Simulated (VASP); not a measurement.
# RbBr (Fm-3m) in VASP: a series of runs

One crystal, RbBr, is run at these levels: r2SCAN, PBE; tasks: relaxation of the atoms, relaxation of cell and atoms.

Everything below comes from runs of VASP 6.6.1. Logs are shortened: lines on timing, memory, paths and dates and some standing lists are left out, and cuts for length are marked.

## Step 1: The structure

It takes space group Fm-3m (No. 225, cubic). Conventional cell: a = 6.854 Å, b = 6.854 Å, c = 6.854 Å, α = 90.00°, β = 90.00°, γ = 90.00°. Around Rb (site symmetry m-3m) lie 6 Br at 3.43 Å. Br (site symmetry m-3m) is surrounded by 6 Rb at 3.43 Å.

## Step 2: Relaxation of the atoms, r2SCAN (a relaxed cell with its volume scaled by 1.02)

Input file INCAR:

```
PREC = Accurate ; ENCUT = 600
EDIFF = 1E-7 ; ISMEAR = 0
SIGMA = 0.03 ; LREAL = F
LASPH = T ; NELM = 80
ALGO = Normal ; ISIF = 2
LWAVE = F ; LCHARG = F
METAGGA = R2SCAN ; LMIXTAU = T
IBRION = 2 ; NSW = 40
EDIFFG = -0.01
```

Input file KPOINTS:

```
Automatic mesh
0
Gamma
  8 8 8
```

Input file POSCAR:

```
RbBr                                    
1.0
    0.0000000000      3.4865759590      3.4865759590
    3.4865759590      0.0000000000      3.4865759590
    3.4865759590      3.4865759590      0.0000000000
  Rb              Br            
     1     1
Direct
     0.0000000000000000    0.0000000000000000    0.0000000000000000
     0.5000000000000000    0.5000000000000000    0.5000000000000000
```

Potentials or basis: VASP PAW PBE potentials, release 64 (Rb_sv, Br).

Run with:

```sh
$ cat potpaw_PBE.64/Rb_sv/POTCAR potpaw_PBE.64/Br/POTCAR > POTCAR
$ mpirun -np 1 vasp_std > vasp.out
```

OUTCAR:

```text
PREC = Accurate
   ENCUT = 600
   EDIFF = 1E-7
   ISMEAR = 0
   LREAL = F
   LASPH = T
   NELM = 80
   ISIF = 2
   METAGGA = R2SCAN
   IBRION = 2
   NSW = 40
   EDIFFG = -0.01

 ion  position               nearest neighbor table
   1  0.000  0.000  0.000-   2 3.49   2 3.49   2 3.49   2 3.49   2 3.49   2 3.49
   2  0.500  0.500  0.500-   1 3.49   1 3.49   1 3.49   1 3.49   1 3.49   1 3.49

  LATTYP: Found a face centered cubic cell.
 ALAT       =     6.9731519180

  Lattice vectors:

 A1 = (   0.0000000000,   3.4865759590,   3.4865759590)
 A2 = (   3.4865759590,   0.0000000000,   3.4865759590)
 A3 = (   3.4865759590,   3.4865759590,   0.0000000000)

Analysis of symmetry for initial positions (statically):
=====================================================================
 Subroutine PRICEL returns:
 Original cell was already a primitive cell.

 Routine SETGRP: Setting up the symmetry group for a
 face centered cubic supercell.

 Subroutine GETGRP returns: Found 48 space group operations
 (whereof 48 operations were pure point group operations)
 out of a pool of 48 trial point group operations.

The static configuration has the point symmetry O_h .

Analysis of symmetry for dynamics (positions and initial velocities):
=====================================================================
 Subroutine PRICEL returns:
 Original cell was already a primitive cell.

 Routine SETGRP: Setting up the symmetry group for a
 face centered cubic supercell.

 Subroutine GETGRP returns: Found 48 space group operations
 (whereof 48 operations were pure point group operations)
 out of a pool of 48 trial point group operations.

The dynamic configuration has the point symmetry O_h .

 Subroutine INISYM returns: Found 48 space group operations
 (whereof 48 operations are pure point group operations),
 and found     1 'primitive' translations

----------------------------------------------------------------------------------------

                                     Primitive cell

  volume of cell :      84.7671

  direct lattice vectors                    reciprocal lattice vectors
     0.000000000  3.486575959  3.486575959    -0.143407173  0.143407173  0.143407173
     3.486575959  0.000000000  3.486575959     0.143407173 -0.143407173  0.143407173
     3.486575959  3.486575959  0.000000000     0.143407173  0.143407173 -0.143407173

  length of vectors
     4.930763007  4.930763007  4.930763007     0.248388509  0.248388509  0.248388509

  position of ions in fractional coordinates (direct lattice)
     0.000000000  0.000000000  0.000000000
     0.500000000  0.500000000  0.500000000

  ion indices of the primitive-cell ions
   primitive index   ion index
                 1           1
                 2           2

----------------------------------------------------------------------------------------

 KPOINTS: Automatic mesh

Automatic generation of k-mesh.
 Grid dimensions read from file:
 generate k-points for:    8    8    8

 Generating k-lattice:

  Cartesian coordinates                     Fractional coordinates (reciprocal lattice)
    -0.017925897  0.017925897  0.017925897     0.125000000  0.000000000  0.000000000
     0.017925897 -0.017925897  0.017925897     0.000000000  0.125000000  0.000000000
     0.017925897  0.017925897 -0.017925897     0.000000000  0.000000000  0.125000000

  Length of vectors
     0.031048564  0.031048564  0.031048564

  Shift w.r.t. Gamma in fractional coordinates (k-lattice)
     0.000000000  0.000000000  0.000000000

 Subroutine IBZKPT returns following result:
 ===========================================

 Found     29 irreducible k-points:

 Following reciprocal coordinates:
            Coordinates               Weight
  0.000000  0.000000  0.000000      1.000000
  0.125000  0.000000  0.000000      8.000000
  0.250000  0.000000  0.000000      8.000000
  0.375000  0.000000  0.000000      8.000000
  0.500000  0.000000  0.000000      4.000000
  0.125000  0.125000  0.000000      6.000000
[... 16 lines left out ...]
  0.500000  0.250000  0.125000     48.000000
 -0.375000  0.250000  0.125000     24.000000
 [... further k-points ...]
   k-points           NKPTS =     29   k-points in BZ     NKDIM =     29   number of bands    NBANDS=     12
   number of dos      NEDOS =    301   number of ions     NIONS =      2
   total plane-waves  NPLWV =  64000
   dimension x,y,z NGX =    40 NGY =   40 NGZ =   40
   dimension x,y,z NGXF=    80 NGYF=   80 NGZF=   80
   ions per type =               1   1
   NGX,Y,Z   is equivalent  to a cutoff of  13.49, 13.49, 13.49 a.u.
   NGXF,Y,Z  is equivalent  to a cutoff of  26.97, 26.97, 26.97 a.u.
 SYSTEM =  unknown system
   PREC   = accura    normal or accurate (medium, high low for compatibility)
   ISTART =      0    job   : 0-new  1-cont  2-samecut
   ICHARG =      2    charge: 1-file 2-atom 10-const
   ISPIN  =      1    spin polarized calculation?
   LNONCOLLINEAR =      F non collinear calculations
   LSORBIT =      F    spin-orbit coupling
   LASPH  =      T    aspherical Exc in radial PAW
   ENCUT  =  600.0 eV  44.10 Ry    6.64 a.u.   9.85  9.85  9.85*2*pi/ulx,y,z
   NELM   =     80;   NELMIN=  2; NELMDL= -5     # of ELM steps
   EDIFF  = 0.1E-06   stopping-criterion for ELM
   LREAL  =      F    real-space projection
   EDIFFG = -.1E-01   stopping-criterion for IOM
   NSW    =     40    number of steps for IOM
   IBRION =      2    ionic relax: 0-MD 1-quasi-New 2-CG
   NFREE  =      1    steps in history (QN), initial steepest desc. (CG)
   ISIF   =      2    stress and relaxation
   ISYM   =      2    0-nonsym 1-usesym 2-fastsym
   POTIM  = 0.5000    time-step for ionic-motion
   TEBEG  =    0.0;   TEEND  =   0.0 temperature during run
   PSTRESS=    0.0 pullay stress
   NELECT =      16.0000    total number of electrons
   NUPDOWN=      -1.0000    fix difference up-down
   EMIN   =  10.00;   EMAX   =-10.00  energy-range for DOS
   EFERMI =   0.00;   METHOD = LEGACY
   ISMEAR =     0;   SIGMA  =   0.03  broadening in eV -4-tet -1-fermi 0-gaus
   EFERMI_NEDOS =   21; number of points for ismear=-14 and -15
   IALGO  =     38    algorithm
   IMIX   =      4    mixing-type and parameters
     AMIX     =   0.40;   BMIX     =  1.00
     AMIX_MAG =   1.60;   BMIX_MAG =  1.00
  volume/ion in A,a.u.               =      42.38       286.02
  Fermi-wavevector in a.u.,A,eV,Ry     =   0.939087  1.774617 11.998758  0.881884
  Thomas-Fermi vector in A             =   2.066364
   LORBIT       =      0    0 simple, 1 ext, 2 COOP (PROOUT), +10 PAW based schemes
   METAGGA = R2SCAN    functional components
   LHFCALC =     F    Hartree Fock is set to
   AEXX    =    0.0000 exact exchange contribution
   IVDW    =     0    specifies the selected vdW correction
   LEPSILON=     F    determine dielectric tensor
   LRPA    =     F    only Hartree local field effects (RPA)
 conjugate gradient relaxation of ions
 non-spin polarized calculation
 Gauss-broadening in eV      SIGMA  =   0.03
  energy-cutoff  :      600.00
  volume of cell :       84.77
 maximum number of plane-waves:      2842
   NGX = 19   NGY = 19   NGZ = 19

 number of electron      15.9999998 magnetization

 Free energy of the ion-electron system (eV)
  ---------------------------------------------------
  ext. energy  EPLUGINS =         0.00000000
  ---------------------------------------------------
  free energy    TOTEN  =       -31.15485637 eV

  energy without entropy =      -31.15485637  energy(sigma->0) =      -31.15485637

 E-fermi :  -2.1790     XC(G=0):  -7.4106

 val. band max:       -2.3447673652   @ k =   0.0000   0.0000   0.0000
 cond. band min:       2.4920152426   @ k =   0.0000   0.0000   0.0000
 fundamental gap:      4.8367826079
 Fermi energy:        -2.1790356107

 k-point     1 :       0.0000    0.0000    0.0000
  band No.  band energies     occupation
      1     -27.6127      2.00000
      2     -14.9079      2.00000
      3     -11.1378      2.00000
      4     -11.1378      2.00000
      5     -11.1378      2.00000
      6      -2.3448      2.00000
      7      -2.3448      2.00000
      8      -2.3448      2.00000
      9       2.4920      0.00000
     10       5.5228      0.00000
     11       5.5228      0.00000
     12       5.5228      0.00000

 k-point     2 :       0.1250    0.0000    0.0000
  band No.  band energies     occupation
      1     -27.6117      2.00000
      2     -14.9125      2.00000
      3     -11.1387      2.00000
      4     -11.1387      2.00000
      5     -11.1320      2.00000
      6      -2.5050      2.00000
      7      -2.3922      2.00000
      8      -2.3922      2.00000
      9       2.8438      0.00000
     10       5.3867      0.00000
     11       5.7071      0.00000
     12       5.7071      0.00000

 k-point     3 :       0.2500    0.0000    0.0000
  band No.  band energies     occupation
      1     -27.6091      2.00000
      2     -14.9235      2.00000
      3     -11.1408      2.00000
      4     -11.1408      2.00000
      5     -11.1180      2.00000
      6      -2.8391      2.00000
      7      -2.5026      2.00000
      8      -2.5026      2.00000
      9       3.6888      0.00000
     10       5.2821      0.00000
     11       6.2381      0.00000
     12       6.2381      0.00000
[... 286 lines left out ...]
 k-point    23 :       0.5000    0.2500    0.1250
  band No.  band energies     occupation
      1     -27.6052      2.00000
      2     -14.9117      2.00000
      3     -11.1925      2.00000
      4     -11.1653      2.00000
      5     -11.1244      2.00000
      6      -3.0156      2.00000
      7      -2.6382      2.00000
      8      -2.5802      2.00000
      9       4.7912      0.00000
     10       5.0935      0.00000
     11       7.1529      0.00000
     12       7.3634      0.00000

 k-point    24 :      -0.3750    0.2500    0.1250
  band No.  band energies     occupation
      1     -27.6043      2.00000
      2     -14.9106      2.00000
      3     -11.1926      2.00000
      4     -11.1808      2.00000
      5     -11.1215      2.00000
      6      -3.0351      2.00000
      7      -2.6667      2.00000
      8      -2.6369      2.00000
      9       5.0178      0.00000
     10       5.4773      0.00000
     11       7.1435      0.00000
     12       7.2246      0.00000

 [... further k-points ...]

------------------------ aborting loop because EDIFF is reached ----------------------------------------

  FORCE on cell =-STRESS in cart. coord.  units (eV):
  Direction    XX          YY          ZZ          XY          YZ          ZX
  --------------------------------------------------------------------------------------
  -------------------------------------------------------------------------------------
  Total       -0.1376515     -0.1376515     -0.1376515     -0.0000000      0.0000000     -0.0000000
  in kB       -2.6017407     -2.6017407     -2.6017407     -0.0000000      0.0000000     -0.0000000
  external PRESSURE =      -2.6017407 kB  Pullay stress =       0.0000000 kB

 VOLUME and BASIS-vectors are now :
 -----------------------------------------------------------------------------
  energy-cutoff  :      600.00
  volume of cell :       84.77
      direct lattice vectors                 reciprocal lattice vectors
     0.000000000  3.486575959  3.486575959    -0.143407173  0.143407173  0.143407173
     3.486575959  0.000000000  3.486575959     0.143407173 -0.143407173  0.143407173
     3.486575959  3.486575959  0.000000000     0.143407173  0.143407173 -0.143407173

 POSITION                                       TOTAL-FORCE (eV/Angst)
 -----------------------------------------------------------------------------------
      0.00000      0.00000      0.00000         0.000000      0.000000     -0.000000
      3.48658      3.48658      3.48658        -0.000000      0.000000      0.000000
 -----------------------------------------------------------------------------------
    total drift:                                0.000000     -0.000000     -0.000000

  FREE ENERGIE OF THE ION-ELECTRON SYSTEM (eV)
  ---------------------------------------------------
  free  energy   TOTEN  =       -31.1548563727 eV

  energy  without entropy=      -31.1548563727  energy(sigma->0) =      -31.15485637

 reached required accuracy - stopping structural energy minimisation
```

Run time: 3.1 min. Hardware: 1 thread of Intel Xeon Platinum 8259CL at 2.50GHz (Skylake/Cascade Lake), shared host; peak memory 0.27 GiB.

What came out:

```
Free energy             : -31.1549 eV
Pressure after relaxing : -0.3 GPa
Band gap on the k mesh  : 4.84 eV, direct
```

Final structure:
```
Rb Br
1.0
     0.00000    3.48658    3.48658
     3.48658    0.00000    3.48658
     3.48658    3.48658    0.00000
Rb Br
1 1
Direct
  0.00000 0.00000 0.00000
  0.50000 0.50000 0.50000
```

Caveat: the relaxation stopped at its first step, so nothing moved; the PAW data sets were made with another functional, which shifts forces and pressure a little.

## Step 3: Relaxation of the atoms, r2SCAN (a relaxed cell with its volume scaled by 1.04)

INCAR is that of step 2.

KPOINTS is that of step 2.

Input file POSCAR:

```
RbBr                                    
1.0
    0.0000000000      3.5092166971      3.5092166971
    3.5092166971      0.0000000000      3.5092166971
    3.5092166971      3.5092166971      0.0000000000
  Rb              Br            
     1     1
Direct
     0.0000000000000000    0.0000000000000000    0.0000000000000000
     0.5000000000000000    0.5000000000000000    0.5000000000000000
```

Potentials or basis: VASP PAW PBE potentials, release 64 (Rb_sv, Br).

Run with:

```sh
$ cat potpaw_PBE.64/Rb_sv/POTCAR potpaw_PBE.64/Br/POTCAR > POTCAR
$ mpirun -np 1 vasp_std > vasp.out
```

It took 2.8 min on 1 thread of Intel Xeon Platinum 8259CL at 2.50GHz (Skylake/Cascade Lake), shared host; peak memory 0.28 GiB.

The run converged. Its results:

```yaml
Free_energy: -31.1510 eV
Pressure_after_relaxing: -0.5 GPa
Band_gap_on_the_k_mesh: 4.79 eV, direct
```

Final structure:
```xyz
2
Lattice="0.0000 3.5092 3.5092 3.5092 0.0000 3.5092 3.5092 3.5092 0.0000" Properties=species:S:1:pos:R:3 pbc="T T T"
Rb    0.0000    0.0000    0.0000
Br    3.5092    3.5092    3.5092
```

Levels at points of the mesh, in eV from the valence-band top:
| k point | band 4 | band 5 | band 6 | band 7 | band 8 | band 9 | band 10 | band 11 | band 12 |
| --- | --- | --- | --- | --- | --- | --- | --- | --- | --- |
| (0.00, 0.00, 0.00) | -8.84 | -8.84 | 0.00 | 0.00 | 0.00 | 4.79 | 7.86 | 7.86 | 7.86 |
| (0.50, 0.00, 0.00) | -8.84 | -8.80 | -0.85 | -0.29 | -0.29 | 7.11 | 8.03 | 10.01 | 10.01 |
| (0.50, 0.50, 0.00) | -8.89 | -8.89 | -0.46 | -0.15 | -0.15 | 6.13 | 7.68 | 9.35 | 9.91 |

Caveat: the relaxation stopped at its first step, so nothing moved; the PAW data sets were made with another functional, which shifts forces and pressure a little.

## Step 4: Relaxation of the atoms, r2SCAN (a relaxed cell with its volume scaled by 1.06)

INCAR is that of step 3.

KPOINTS is that of step 3.

Input file POSCAR:

```
RbBr                                    
1.0
    0.0000000000      3.5315689984      3.5315689984
    3.5315689984      0.0000000000      3.5315689984
    3.5315689984      3.5315689984      0.0000000000
  Rb              Br            
     1     1
Direct
     0.0000000000000000    0.0000000000000000    0.0000000000000000
     0.5000000000000000    0.5000000000000000    0.5000000000000000
```

Run with:

```sh
$ cat potpaw_PBE.64/Rb_sv/POTCAR potpaw_PBE.64/Br/POTCAR > POTCAR
$ mpirun -np 1 vasp_std > vasp.out
```

It took 3 min on 1 thread of Intel Xeon Platinum 8259CL at 2.50GHz (Skylake/Cascade Lake), shared host; peak memory 0.28 GiB.

Results (log left out):

```yaml
Free_energy: -31.1449 eV
Pressure_after_relaxing: -0.7 GPa
Band_gap_on_the_k_mesh: 4.74 eV, direct
```

Final structure:
```cif
data_structure
_symmetry_space_group_name_H-M 'P 1'
_symmetry_Int_Tables_number 1
_cell_length_a 4.9944
_cell_length_b 4.9944
_cell_length_c 4.9944
_cell_angle_alpha 60.000
_cell_angle_beta 60.000
_cell_angle_gamma 60.000
_cell_volume 88.09
loop_
_atom_site_label
_atom_site_type_symbol
_atom_site_fract_x
_atom_site_fract_y
_atom_site_fract_z
_atom_site_occupancy
Rb1 Rb 0.00000 0.00000 0.00000 1
Br1 Br 0.50000 0.50000 0.50000 1
```

Levels at points of the mesh, in eV from the valence-band top:
```
           k point  band 6  band 7  band 8  band 9  band 10  band 11
(0.00, 0.00, 0.00)    0.00    0.00    0.00    4.74     7.85     7.85
(0.50, 0.00, 0.00)   -0.83   -0.28   -0.28    7.06     7.96     9.95
(0.50, 0.50, 0.00)   -0.45   -0.15   -0.15    6.14     7.60     9.25
```

Caveat: the relaxation stopped at its first step, so nothing moved; the PAW data sets were made with another functional, which shifts forces and pressure a little.

## Step 5: Relaxation of cell and atoms, PBE

Input file INCAR:

```
PREC = Accurate ; ENCUT = 300
EDIFF = 1E-6 ; ISMEAR = 0
SIGMA = 0.03 ; LREAL = False
LASPH = True ; NELM = 80
ALGO = Normal ; ISIF = 3
LWAVE = False ; LCHARG = False
GGA = PE ; IBRION = 2
NSW = 90 ; EDIFFG = -0.01
```

Input file KPOINTS:

```
Automatic mesh
0
Gamma
  4 4 4
```

Input file POSCAR:

```
RbBr
1.0
    0.0000000000      3.4270000000      3.4270000000
    3.4270000000      0.0000000000      3.4270000000
    3.4270000000      3.4270000000      0.0000000000
Rb Br
1 1
Direct
    0.0000000000      0.0000000000      0.0000000000
    0.5000000000      0.5000000000      0.5000000000
```

Potentials or basis: VASP PAW PBE potentials, release 64 (Rb_pv, Br).

Run with:

```sh
$ cat potpaw_PBE.64/Rb_pv/POTCAR potpaw_PBE.64/Br/POTCAR > POTCAR
$ mpirun -np 1 vasp_std > vasp.out
```

It took 15 s on 1 thread of Intel Xeon Platinum 8375C at 2.90GHz (Ice Lake), shared host; peak memory 0.16 GiB.

It converged, with:

* Free energy: -6.0789 eV
* Relaxed volume: 43.70 Å³/atom
* Relaxed cell: a = 4.981 Å, b = 4.981 Å, c = 4.981 Å, α = 60.00°, β = 60.00°, γ = 60.00°
* Space group after relaxing (to 0.05 Å): Fm-3m (No. 225)
* Energy gained by relaxing: 11.9 meV/atom
* Ionic steps: 4
* Pressure after relaxing: 0.0 GPa
* Band gap on the k mesh: 4.15 eV, direct

Step by step:
```csv
step,energy change (eV),largest force (eV/Å),pressure (GPa),volume (Å³)
1,0.0000,0.0000,1.21,80.50
2,-0.0188,0.0000,0.50,84.09
3,-0.0238,0.0000,-0.07,87.89
4,-0.0239,0.0000,0.02,87.40
```

Final structure:
```
Rb Br
1.0
     0.00000    3.52230    3.52230
     3.52230    0.00000    3.52230
     3.52230    3.52230    0.00000
Rb Br
1 1
Direct
  0.00000 0.00000 0.00000
  0.50000 0.50000 0.50000
```

Levels at points of the mesh, in eV from the valence-band top:
```tsv
k point	band 4	band 5	band 6	band 7	band 8	band 9	band 10	band 11
(0.00, 0.00, 0.00)	-8.68	0.00	0.00	0.00	4.15	7.24	7.24	7.24
(0.50, 0.00, 0.00)	-8.65	-0.87	-0.29	-0.29	6.60	7.41	9.23	9.23
(0.50, 0.50, 0.00)	-8.73	-0.45	-0.16	-0.16	5.67	6.81	8.80	9.04
```

## Step 6: The runs side by side

| task | level | potentials or basis | cell | k mesh | cutoff (eV) | gap on the mesh (eV) | pressure (GPa) |
| --- | --- | --- | --- | --- | --- | --- | --- |
| relaxation of the atoms | r2SCAN | VASP PAW PBE potentials, release 64 (Rb_sv, Br) | atoms relaxed from: a relaxed cell with its volume scaled by 1.02 | 8 × 8 × 8 | 600 | 4.84 | -0.3 |
| relaxation of the atoms | r2SCAN | VASP PAW PBE potentials, release 64 (Rb_sv, Br) | atoms relaxed from: a relaxed cell with its volume scaled by 1.04 | 8 × 8 × 8 | 600 | 4.79 | -0.5 |
| relaxation of the atoms | r2SCAN | VASP PAW PBE potentials, release 64 (Rb_sv, Br) | atoms relaxed from: a relaxed cell with its volume scaled by 1.06 | 8 × 8 × 8 | 600 | 4.74 | -0.7 |
| relaxation of cell and atoms | PBE | VASP PAW PBE potentials, release 64 (Rb_pv, Br) | relaxed | 4 × 4 × 4 | 300 | 4.15 | 0.0 |

Alike in all rows: no spin polarisation; smearing gaussian 0.03 eV.

Caveats: the relaxation stopped at its first step, so nothing moved (some runs); the PAW data sets were made with another functional, which shifts forces and pressure a little (some runs).

Total energies depend on the potentials used, so only differences within one code and one set of settings carry meaning.
